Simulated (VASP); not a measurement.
Write the native input for VASP 6.6.1 that does the following.

| Quantity | Value |
| --- | --- |
| Task | single point |
| Functional | PBEsol |
| Potentials or basis | VASP PAW PBE potentials, release 64 (Al, N) |
| Cutoff | 520 eV |
| k mesh | 14 × 14 × 14 |
| Occupations | gaussian, width 0.05 eV |
| Spin | no spin polarisation |
| Dipole correction | no |
| Further INCAR settings | ALGO = Fast; EDIFF = 1e-06; NBANDS = 11 |

The structure of AlN lies in POSCAR:

```
AlN
1.0
    0.0000000000      2.0221054148      2.0221054148
    2.0221054148      0.0000000000      2.0221054148
    2.0221054148      2.0221054148      0.0000000000
Al N
1 1
Direct
    0.0000000000      0.0000000000      0.0000000000
    0.5000000000      0.5000000000      0.5000000000
```

Measurements of this composition are mostly on another form, of space group No. 186.

The input as run:

INCAR

```
  PREC = Accurate
  ENCUT = 520
  EDIFF = 1E-6
  ISMEAR = 0
  SIGMA = 0.05
  LREAL = F
  LASPH = T
  NELM = 100
  ALGO = Fast
  ISIF = 2
  LWAVE = F
  LCHARG = F
  GGA = PS
  NBANDS = 11
```

KPOINTS

```
regular mesh
0
Gamma
  14 14 14
```

Potentials or basis: VASP PAW PBE potentials, release 64 (Al, N).

Run with:

```bash
$ cat potpaw_PBE.64/Al/POTCAR potpaw_PBE.64/N/POTCAR > POTCAR
$ mpirun -np 1 vasp_std > vasp.out
```

Results of the run:

* Pressure: 0.2 GPa
* Band gap on the k mesh: 4.55 eV, indirect (least direct gap 5.66 eV)

Caveat: the PAW data sets were made with another functional, which shifts forces and pressure a little.

It took 28 s on 1 thread of AMD EPYC 7R13 Processor (Zen 3), on a shared host, peak memory 0.11 GiB.
